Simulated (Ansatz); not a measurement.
## What a trial cell of Sn relaxes into

Method: Ansatz, DFT PBE, scalar-relativistic, plane waves, PAW. Cutoff 420 eV, Γ-centred k mesh, Gaussian smearing, no spin polarisation in the final step.

The start puts Sn on the sites of a reported C cell (R-3m, No. 166), at a guessed volume.

```yaml
crystal:
  lattice:
    - [1.73762, 1.00322, 15.75164]
    - [-1.73762, 1.00322, 15.75164]
    - [0.00000, -2.00644, 15.75164]
  atoms:
    - { symbol: Sn, position: [0.05000, 0.05000, 0.05000] }
    - { symbol: Sn, position: [0.95000, 0.95000, 0.95000] }
    - { symbol: Sn, position: [0.28300, 0.28300, 0.28300] }
    - { symbol: Sn, position: [0.71700, 0.71700, 0.71700] }
```

Cell and atoms relax at zero pressure; the relaxation can't lower the symmetry of the start. After a coarse first stage the cell is made exact in the group found at 0.06 Å.

Energies count from the standard state of Sn at the same level.

**Question.** Describe the relaxed structure.

**Answer.** It keeps R-3m (No. 166), but not the shape of the type it started on. Conventional cell: a = 3.333 Å, c = 53.295 Å. Around Sn on Wyckoff site c (2 atoms of the primitive cell) lie 10 Sn at 3.30–3.37 Å; around Sn on Wyckoff site c (2 atoms of the primitive cell) lie 9 Sn at 3.30–3.33 Å.

Space group R-3m:H (No. 166). a = 3.333 Å, b = 3.333 Å, c = 53.295 Å, α = 90.00°, β = 90.00°, γ = 120.00°
```json
{"atom": "Sn", "site": "6c", "symmetry": "3m", "x": "0.3333", "y": "0.6667", "z": "0.6983"}
{"atom": "Sn", "site": "6c", "symmetry": "3m", "x": "0.3333", "y": "0.6667", "z": "0.9181"}
```

**Question.** What are its volume, energy, density and gap?

**Answer.** The volume per atom is 42.7 Å³, the density is 4.6 g/cm³ and the energy over the standard structure is 0.16 eV/atom. The gap on the 18×18×18 mesh is 0 eV (a metal).

The final run used a 18×18×18 mesh on its 4-atom cell and 0.10 eV smearing. The k mesh leaves about 4 meV/atom of noise in metals. Weakly bound directions are ill-defined at this level, which has no dispersion term. A structure relaxed within its symmetry needn't be a true minimum. The steps took about 11 core-minutes in all.